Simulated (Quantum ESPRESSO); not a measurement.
Here is a Quantum ESPRESSO 7.5 calculation.

Contents of pw.in:

```
&CONTROL
  calculation = 'scf'
  prefix = 'pwscf'
  outdir = './tmp'
  pseudo_dir = './pseudo'
  tprnfor = .true.
  disk_io = 'low'
  tefield = .true.
  dipfield = .true.
/
&SYSTEM
  ibrav = 0
  celldm(1) = 8
  nat = 6
  ntyp = 2
  ecutwfc = 70
  nbnd = 51
  input_dft = 'rpbe'
  occupations = 'smearing'
  smearing = 'fd'
  degauss = 0.00367493
  edir = 3
  emaxpos = 0.9786
  eopreg = 0.0427
  eamp = 0
/
&ELECTRONS
  conv_thr = 6d-09
  electron_maxstep = 150
  mixing_beta = 0.3
  mixing_mode = 'local-TF'
/
ATOMIC_SPECIES
Te   127.6000 Te_ONCV_PBE-1.2.upf
Mg    24.3050 Mg_ONCV_PBE-1.2.upf
CELL_PARAMETERS alat
  1.0796800382176   0.0000000000000   0.0000000000000
 -0.5398400191088   0.9350303410554   0.0000000000000
  0.0000000000000   0.0000000000000   5.5267353679997
ATOMIC_POSITIONS crystal
Te     0.0000000000    0.0000000000    0.3205542013
Mg     0.3333333333    0.6666666667    0.3604310455
Te     0.3333333333    0.6666666667    0.4800615779
Mg     0.6666666667    0.3333333333    0.5199384221
Te     0.6666666667    0.3333333333    0.6395689545
Mg     0.0000000000    0.0000000000    0.6794457987
K_POINTS automatic
5 5 1 0 0 0
```

File pp_density.in:

```
&INPUTPP
  prefix = 'pwscf'
  outdir = './tmp'
  filplot = 'density.dat'
  plot_num = 0
/
&PLOT
  nfile = 1
  filepp(1) = 'density.dat'
  iflag = 3
  output_format = 6
  fileout = 'density.cube'
/
```

The input pp_potential.in:

```
&INPUTPP
  prefix = 'pwscf'
  outdir = './tmp'
  filplot = 'potential.dat'
  plot_num = 11
/
&PLOT
  nfile = 1
  filepp(1) = 'potential.dat'
  iflag = 3
  output_format = 6
  fileout = 'potential.cube'
/
```

Contents of pp_elf.in:

```
&INPUTPP
  prefix = 'pwscf'
  outdir = './tmp'
  filplot = 'elf.dat'
  plot_num = 8
/
&PLOT
  nfile = 1
  filepp(1) = 'elf.dat'
  iflag = 3
  output_format = 6
  fileout = 'elf.cube'
/
```

Potentials or basis: SG15 PBE 1.2.

Command:

```sh
$ OMP_NUM_THREADS=1 mpirun -n 2 pw.x -in pw.in > pw.out
$ OMP_NUM_THREADS=1 mpirun -n 1 pp.x -in pp_density.in > pp_density.out
$ OMP_NUM_THREADS=1 mpirun -n 1 pp.x -in pp_potential.in > pp_potential.out
$ OMP_NUM_THREADS=1 mpirun -n 1 pp.x -in pp_elf.in > pp_elf.out
```

(1) What does it give for the dipole across the slab?

(2) What does it give for the work function of the upper face?

(3) Predict the work function of the lower face.

(4) Estimate the largest force.

(5) Estimate the band gap on the k mesh.

## Answers

(1) 1.78 D.

(2) 2.44 eV.

(3) 6.16 eV.

(4) 0.852 eV/Å.

(5) none (metal or under the smearing width).

Caveat: the k mesh is coarse; the potentials were made for another functional, which shifts forces and pressure.
